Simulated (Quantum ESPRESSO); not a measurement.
Runs of Quantum ESPRESSO 7.5 on AlFe. The structure is cubic, space group Pm-3m (No. 221). The conventional cell has a = 2.910 Å, b = 2.910 Å, c = 2.910 Å, α = 90.00°, β = 90.00°, γ = 90.00°. Fe (site symmetry m-3m) has 8 Al at 2.52 Å as nearest neighbours. Al (site symmetry m-3m) is surrounded by 8 Fe at 2.52 Å. 

| task | level | potentials or basis | spin | U | cell | k mesh | cutoff (eV) | smearing | mixing beta | form of the LDA correlation | start of the occupations | hubbard projectors | q mesh | mesh quality | gap on the mesh (eV) | pressure (GPa) | moment (μB) |
| --- | --- | --- | --- | --- | --- | --- | --- | --- | --- | --- | --- | --- | --- | --- | --- | --- | --- |
| single point | PBE | SSSP 1.3 efficiency PBE | collinear, ferromagnetic start | - | as given | 9 × 9 × 9 | 871 | fermi-dirac 0.05 eV | 0.3 | - | - | - | - | not flagged | none | -7.0 | 0.66 |
| phonons | LDA | JTH 2.0 LDA | collinear, ferromagnetic start | - | relaxed | 9 × 9 × 9 | 490 | gaussian 0.136 eV | 0.3 | PW92 | - | - | - | not flagged | none | - | (a) |
| Hubbard U by linear response | PBE+U | JTH 2.0 PBE | collinear, ferromagnetic start | Fe d U = 0.0001 eV | as given | 8 × 8 × 8 | 490 | gaussian 0.136 eV | 0.3 | - | default | atomic | 2 × 2 × 2 | not flagged | none | - | 0.75 |
| energy-loss spectrum | PBEsol | PseudoDojo 0.4.1 SR PBE standard | off | - | as given | 4 × 4 × 4, shifted | 1225 | methfessel-paxton 0.272 eV | 0.5 | - | - | - | - | coarse | none | (b) | - |
| phonons | PBEsol | GBRV 1.5 PBEsol | collinear, ferromagnetic start | - | relaxed | 9 × 9 × 9 | 612 | gaussian 0.136 eV | 0.3 | - | - | - | - | not flagged | none | 0.0 | 0.61 |
| phonons | PBE | JTH 2.0 PBE | collinear, ferromagnetic start | - | relaxed | 9 × 9 × 9 | 490 | gaussian 0.272 eV | 0.3 | - | - | - | - | not flagged | none | - | 0.64 |

Question: Fill in the values left out.

Answer: (a) 0.40; (b) -10.3.

Caveats: some runs use coarse meshes; the mesh is thin for the phonons of a metal (some runs); the cutoff lies well under what these potentials need, so the values aren't converged (some runs); the cutoff is low for these files, which shifts pressure and relaxed volume (some runs); on PAW files with symmetry the computed U can be off by some tenths of an eV for atoms off the origin (some runs); the U is typed as a test and isn't derived for this compound (some runs); the potentials were made for another functional, which shifts forces and pressure (some runs); the Lanczos chain is short for so many electrons, so humps in the spectrum may be artefacts (some runs).

A k mesh can miss the band edges.

A gap of «none» marks a metal or a gap under the smearing width.

Not every run made on this cell is shown here.
